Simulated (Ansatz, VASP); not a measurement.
**Two plane-wave programs on Ba**

```
Ba
1.0
    -2.52310    2.52310    2.52310
     2.52310   -2.52310    2.52310
     2.52310    2.52310   -2.52310
Ba
1
Direct
  0.00000 0.00000 0.00000
```

Alike in both runs: task single point; functional PBEsol; k mesh 8 × 8 × 8; occupations fermi-dirac, width 0.05 eV; no spin polarisation.

|  | VASP | Ansatz |
| --- | --- | --- |
| version | VASP 6.6.1 | Ansatz 0.2.0 |
| potentials or method | VASP PAW PBE potentials, release 64 (Ba_sv) | Ansatz PAW |
| plane-wave cutoff (eV) | 520 | 420 |
| valence electrons in the cell | 10 | 10 |

VASP gave:

```
gap on the k mesh at the Fermi level (eV) : none
pressure (GPa)                            : -0.8
```

Question: Which values does Ansatz return?

Answer: gap on the k mesh at the Fermi level (eV): none; pressure (GPa): -0.9.

A gap of «none» marks a metal or a gap that the smearing closes.

Caveats: the PAW data sets were made with another functional, which shifts forces and pressure a little (VASP); the PAW data sets come from PBE, with cores solved anew for the run's functional, which leaves a small shift of forces and pressure (Ansatz). Spin-orbit coupling is left out, which matters for the levels of Ba.
